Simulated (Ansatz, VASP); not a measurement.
## Ti in VASP and in Ansatz

Contents of INCAR:

```
SYSTEM = Ti
PREC     = Accurate       ! precision mode
ENCUT    = 520            ! plane-wave cutoff, eV
EDIFF    = 1E-6           ! SCF threshold, eV
ISMEAR   = -1             ! smearing method
SIGMA    = 0.08           ! smearing width, eV
LREAL    = .False.        ! projectors in reciprocal space
LASPH    = .True.         ! aspherical terms in the spheres
NELM     = 80             ! most SCF steps
ALGO     = Normal         ! electronic algorithm
ISIF     = 2              ! what is computed and relaxed
LWAVE    = .False.        ! write WAVECAR
LCHARG   = .False.        ! write CHGCAR
GGA      = PE             ! functional
NBANDS   = 19             ! bands
```

Contents of KPOINTS:

```
regular mesh
0
Gamma
  13 13 7
  0 0 0
```

The input POSCAR:

```
Ti
1.0
    2.9499978604      0.0000000000      0.0000000000
   -1.4749989302      2.5547730882      0.0000000000
    0.0000000000      0.0000000000      4.6860000000
Ti
2
Direct
    0.3333333333      0.6666666667      0.2500000000
    0.6666666667      0.3333333333      0.7500000000
```

Input for Ansatz:

```yaml
crystal:
  lattice:
    - [2.9499978604, 0.0, 0.0]
    - [-1.4749989302, 2.5547730882, 0.0]
    - [0.0, 0.0, 4.686]
  atoms:
    - { symbol: Ti, position: [0.3333333333, 0.6666666667, 0.25] }
    - { symbol: Ti, position: [0.6666666667, 0.3333333333, 0.75] }
kpoints:
  mp_grid: { grid: [13, 13, 7] }
  band_path:
    path:
      - [0.0, 0.0, 0.0]
      - [0.5, 0.0, 0.0]
      - [0.3333333333, 0.3333333333, 0.0]
      - [0.0, 0.0, 0.0]
      - [0.0, 0.0, 0.5]
      - [0.5, 0.0, 0.5]
      - [0.3333333333, 0.3333333333, 0.5]
      - [0.0, 0.0, 0.5]
      - [0.5, 0.0, 0.5]
    npoints: 5
scf:
  occupations: { method: fermi_dirac, width: 0.08 }
hamiltonian:
  xc: pbe
  pseudopotentials:
    kind: all_electron
    lapw: { basis_error: 0.0005 }
    relativity: none
output:
  forces: true
  stress: true
  eigenvalues: true
```

Alike in both runs: task single point; functional PBE; k mesh 13 × 13 × 7; occupations fermi-dirac, width 0.08 eV; no spin polarisation.

```csv
,VASP,Ansatz
version,VASP 6.6.1,Ansatz 0.2.0
potentials or method,"VASP PAW PBE potentials, release 64 (Ti_sv)","all-electron LAPW, non-relativistic"
plane-wave cutoff (eV),520,see its input
```

|  | VASP | Ansatz | Ansatz less VASP |
| --- | --- | --- | --- |
| pressure (GPa) | -1.8 | -1.2 | +0.62 |
| largest component of the traceless stress (GPa) | 0.26 | 0.18 | -0.082 |

Ansatz ran all-electron here, so the differences hold the error of VASP's frozen core and of both bases.
